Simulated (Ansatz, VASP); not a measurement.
# KTaO3: VASP beside Ansatz

```
K Ta O
1.0
     3.98830    0.00000    0.00000
     0.00000    3.98830    0.00000
     0.00000    0.00000    3.98830
K Ta O
1 1 3
Direct
  0.50000 0.50000 0.50000
  0.00000 0.00000 0.00000
  0.50000 0.00000 0.00000
  0.00000 0.50000 0.00000
  0.00000 0.00000 0.50000
```

Alike in both runs: task single point; functional LDA; k mesh 5 × 5 × 5; occupations fermi-dirac, width 0.01 eV; no spin polarisation.

|  | VASP | Ansatz |
| --- | --- | --- |
| version | VASP 6.6.1 | Ansatz 0.2.0 |
| potentials or method | VASP PAW LDA potentials, release 64 (K_sv, Ta_pv, O), cutoff 520 eV | all-electron LAPW, scalar-relativistic |

```csv
,VASP,Ansatz,Ansatz less VASP
gap on the k mesh at the Fermi level (eV),2.13,2.19,+0.057
pressure (GPa),-4.4,-5.5,-1.12
```

Ansatz ran all-electron here, so the differences hold the error of VASP's frozen core and of both bases.

Caveats: spin-orbit coupling is left out, which moves the levels of the heavy elements; an odd mesh through Γ misses points on the zone boundary, where band edges often lie. As with any semilocal functional, this LDA gap is likely too small.
